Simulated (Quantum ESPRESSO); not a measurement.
PtSe2:

```
Pt Se
1.0
     3.72400    0.00000    0.00000
    -1.86200    3.22508    0.00000
     0.00000    0.00000    5.06200
Pt Se
1 2
Direct
  0.00000 0.00000 0.00000
  0.33333 0.66667 0.25000
  0.66667 0.33333 0.75000
```

- Program: Quantum ESPRESSO 7.5
- Task: phonons
- Functional: PBEsol
- Potentials or basis: GBRV 1.5 PBEsol
- Cutoff: 612 eV
- Density cutoff: 4898 eV
- k mesh: 6 × 6 × 4
- Occupations: fermi-dirac, width 0.05 eV
- Spin: no spin polarisation
- Mixing beta: 0.5
- Most SCF iterations: 120
- SCF threshold: 6e-10 Ry

Which optical modes does the crystal have at the zone centre, and which show in infrared and Raman spectra?

The optical modes are Eg + A1g + A2u + Eu. Infrared active: A2u + Eu. Raman active: Eg + A1g.

Optical modes at Γ, degenerate ones joined:
```csv
cm⁻¹,components,symmetry,active in
171,2,Eg,Raman
199,1,A1g,Raman
221,1,A2u,IR
221,2,Eu,IR
```

Caveat: the atoms weren't relaxed first, which shifts the frequencies; the k mesh is coarse; the mesh is thin for the phonons of a metal.
